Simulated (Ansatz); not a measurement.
Moving the pressure in Hf

The cell as given:

Symmetry: P6_3/mmc, No. 194, hexagonal system. The conventional cell has a = 3.197 Å, b = 3.197 Å, c = 5.058 Å, α = 90.00°, β = 90.00°, γ = 120.00°. Hf (site symmetry -6m2) is surrounded by 12 Hf at 3.13 to 3.20 Å.

Kept alike: task relaxation of cell and atoms; functional PBE; k mesh 10 × 10 × 5; occupations fermi-dirac, width 0.05 eV; no spin polarisation. Program: Ansatz, all-electron LAPW, scalar-relativistic. The mesh is that of the run's cell of 2 atoms. No spin-orbit coupling.

| pressure, P (GPa) | volume (Å³/atom) | first edge of the run's cell (Å) | third edge of the run's cell (Å) |
| --- | --- | --- | --- |
| 0 | 22.512 | 3.206 | 5.059 |
| 2 | 22.104 | 3.186 | 5.031 |
| 5 | 21.549 | 3.157 | 4.992 |
| 10 | 20.748 | 3.116 | 4.934 |
| 20 | 19.460 | 3.047 | 4.839 |

The relaxations keep at least the cell's symmetry (P6_3/mmc). For a metal such a mesh leaves the last digits unconverged. Runs of this series that gave no sound value for these columns are left out. The runs follow the start's structure, whether or not it is the stable one at these pressures.

Problem. What does the pressure change here?

Solution. The volume falls from 22.512 to 19.460 Å³/atom between 0 and 20 GPa. The volume falls ever more slowly, since the solid stiffens under load. At the pressures aimed at, which the runs meet within some tenths of a GPa, the step from 0 to 5 GPa gives a mean bulk modulus near 114 GPa, the last step 156 GPa. The first edge of the run's cell falls from 3.206 to 3.047 Å between 0 and 20 GPa. The third edge of the run's cell falls from 5.059 to 4.839 Å between 0 and 20 GPa.

Hafnium contracts smoothly under load, but not quite isotropically. The basal edge shortens proportionally more than the c axis at every step, so the axial ratio creeps up from its value below that of ideal sphere packing towards the ideal one. The shift is small, and its direction is better supported than its exact size.

The stiffening, from a mean bulk modulus near 114 GPa to 156 GPa, reflects the balance that sets the volume of an early transition metal. Partly filled 5d bands pull the atoms together, while the kinetic energy of the compressed sp electrons and the overlap with the cores push back, and this repulsion grows faster as the distances shrink. Compression also raises the s and p states relative to the d states and so moves electrons into the d band. This transfer probably contributes to the drift in axial ratio, since the hexagonal distortion is sensitive to d filling, but volumes and cell edges alone cannot establish it; band occupations at each pressure would be needed.
